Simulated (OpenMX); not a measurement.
MoS2, a slab with vacuum:

```
CELL_PARAMETERS angstrom
3.18413 0.00000 0.00000
-1.59206 2.75753 0.00000
0.00000 0.00000 17.33460
ATOMIC_POSITIONS crystal
Mo 0.00000 0.00000 0.00000
S 0.33333 0.66667 0.91051
S 0.33333 0.66667 0.08949
```

```yaml
Program: OpenMX 3.8.5
Task: single point
Functional: PBE
Potentials_or_basis: OpenMX 2013 PBE set, Mo7.0-s3p2d2, S7.0-s2p2d1f1, grid cutoff 400 Ry
k_mesh: 11 × 11 × 3
Occupations: fermi-dirac, width 0.05 eV
Spin: no spin polarisation
```

On this cell: largest force 0.717 eV/Å; band gap on the k mesh 1.69 eV, indirect (least direct gap 1.86 eV).

The same run follows on a disturbed copy (atoms moved at random, drawn with an rms of 0.05 Å):

```
Mo S
1.0
     3.18413    0.00000    0.00000
    -1.59206    2.75753    0.00000
     0.00000    0.00000   17.33460
Mo S
1 2
Direct
  0.00290 0.98616 0.99953
  0.33139 0.66107 0.91056
  0.32174 0.65518 0.08953
```

Problem. What changes?

Solution. The energy moves by +7.7 meV/atom; largest force 0.980 eV/Å; band gap on the k mesh 1.67 eV, indirect (least direct gap 1.84 eV).

Forces in eV/Å, atoms in the order of the input:
```
Mo  -0.871  0.346  0.273
S    0.338 -0.248 -0.886
S    0.530 -0.095  0.605
```

Caveats: the basis of atomic orbitals isn't converged, which shifts pressures, moduli and gaps.

A k mesh can miss the band edges.
